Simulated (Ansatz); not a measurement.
ZnS: pressure against volume scale

Periodic Kohn-Sham DFT of a crystal at fixed atoms, scaled to volume_scale times the given cell; pressure positive in compression, energy less spherical unpolarised free atoms, largest_vzz the field gradient of largest size among the nuclei. The results are calculated, by Ansatz 0.2.0.

The cell before it is scaled or strained (space group F-43m, No. 216):
```
ZnS
1.0
      0.0000     2.7047     2.7047
      2.7047     0.0000     2.7047
      2.7047     2.7047     0.0000
Zn S
1 1
Direct
  0.00000 0.00000 0.00000
  0.75000 0.75000 0.75000
```

Settings of every row: method frozen-core PAW; functional PBE; relativity scalar; k mesh 9x9x9; filling fermi-dirac; smearing width 0.01 eV; wave cutoff 420 eV; paw set soft_2.

Atom start moment: 0 on all atoms.

```csv
row,volume scale,V (Å³/atom),pressure (GPa)
1,0.9405,18.609,?
2,0.98,19.39,2.97
3,1,19.785,1.374
4,1.02,20.179,-0.058
5,1.06,20.971,-2.503
```

Question: what pressure should row 1 give?

Worked fit of pressure. Take u = (V_r/V)^(2/3) − 1 with V_r = 19.982 Å³ an atom, which is twice the finite (Eulerian) strain; such expansions in the strain, on which the Birch-Murnaghan equation of state is built, carry the rest volume and the bulk modulus. The shown rows have u = 0.02025, 0.00663, -0.00652, -0.03169. Least squares give pressure = 0.6387 + 108.89 × u + 307.71 × u² GPa; a straight line predicts inner rows, each left out in turn, worse (root mean square 0.13 against 0.0004 GPa). All shown rows lie on it to the printed digit. The pressure vanishes at u = -0.0060, or V = 20.16 Å³ an atom, and there the bulk modulus at fixed shape and fractions is B = −V dP/dV = (2/3)(1 + u) dP/du = 69.7 GPa. The withheld row has u = 0.0486, so the fit gives 0.6387 + 108.89 × (0.0486) + 307.71 × (0.0486)² = 6.658 GPa.

The calculation gave 6.67 GPa. The fit lies 0.012 GPa (0.13 % of the column's range) below it; its largest miss of a shown row is 0.000 GPa. This row lies beyond the range of the fit.
